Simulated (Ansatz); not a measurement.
Level of theory: DFT PBE, scalar-relativistic, plane waves, PAW (Ansatz 0.2.0). Several structures of Nb₃C were relaxed, and the powder pattern of one of them was computed from 10° to 70° in 2θ (λ = 1.5406 Å; lines under 1 % are left out).

Cu Kα1 powder pattern (kinematic, no thermal factors).
```csv
2θ (°),relative intensity
22.92,27
32.64,22
40.26,100
46.83,48
52.75,11
58.24,8
68.38,30
```

**Question.** Which structure gives it?
1.

Space group P6_3/mmc (No. 194). a = 5.356 Å, b = 5.356 Å, c = 4.741 Å, α = 90.00°, β = 90.00°, γ = 120.00°
```csv
atom,site,symmetry,x,y,z
Nb,6h,mm2,0.3368,0.1684,0.7500
C,2d,-6m2,0.6667,0.3333,0.2500
```

2.

Space group Pm-3m (No. 221). a = 3.877 Å, b = 3.877 Å, c = 3.877 Å, α = 90.00°, β = 90.00°, γ = 90.00°
| atom | site | symmetry | x | y | z |
| --- | --- | --- | --- | --- | --- |
| Nb | 3c | 4/mm.m | 0.0000 | 0.5000 | 0.5000 |
| C | 1a | m-3m | 0.0000 | 0.0000 | 0.0000 |

3.

Space group P6_3/m (No. 176). a = 6.553 Å, b = 6.553 Å, c = 3.268 Å, α = 90.00°, β = 90.00°, γ = 120.00°
```tsv
atom	site	symmetry	x	y	z
Nb	6h	m..	0.3089	0.3886	0.2500
C	2d	-6..	0.6667	0.3333	0.2500
```

**Answer.** 2. Its strongest line, at 2θ = 40.26°, has d = λ/(2 sin θ) = 2.238 Å and is the (1 1 1) reflection of the conventional Pm-3m cell with a = 3.877 Å. The others have their strongest lines at 43.4° (1); 38.9° (3).

The cells needn't be stable.
